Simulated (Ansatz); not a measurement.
An inverse problem

Cell vectors (Å):

```
3.6939 0.0000 0.0000
0.0000 3.6939 0.0000
0.0000 0.0000 3.6939
```

```csv
atom,a,b,c
Tl,0.0000,0.0000,0.0000
X,0.5000,0.5000,0.5000
```

Computed with LDA, all-electron LAPW in Ansatz 0.2.0, scalar-relativistic. k mesh 6×6×6, fixed occupations.

Harmonic phonons of a crystal by Kohn-Sham DFT at the given cell, standard atomic masses, acoustic sum rule imposed; negative wavenumbers are unstable modes.

```
point  q a (r.l.u.)  q b (r.l.u.)  q c (r.l.u.)  branch  phonon wavenumber (cm⁻¹)
Gamma             0             0             0       4                      63.4
    X           0.5             0             0       1                      20.7
    X           0.5             0             0       3                      74.4
    X           0.5             0             0       4                     104.5
    X           0.5             0             0       6                     176.6
    M           0.5           0.5             0       1                      12.5
    M           0.5           0.5             0       2                      41.8
    M           0.5           0.5             0       4                        86
    M           0.5           0.5             0       5                      97.8
    R           0.5           0.5           0.5       1                      48.1
    R           0.5           0.5           0.5       4                       149
```

Q: All X atoms are one element. Which one was computed?

A: Cl; the crystal is TlCl (Pm-3m).

Caveats: a very soft zone-boundary mode, near an instability or sensitive to the mesh; no LO-TO term at the zone centre; no spin-orbit coupling on heavy atoms.
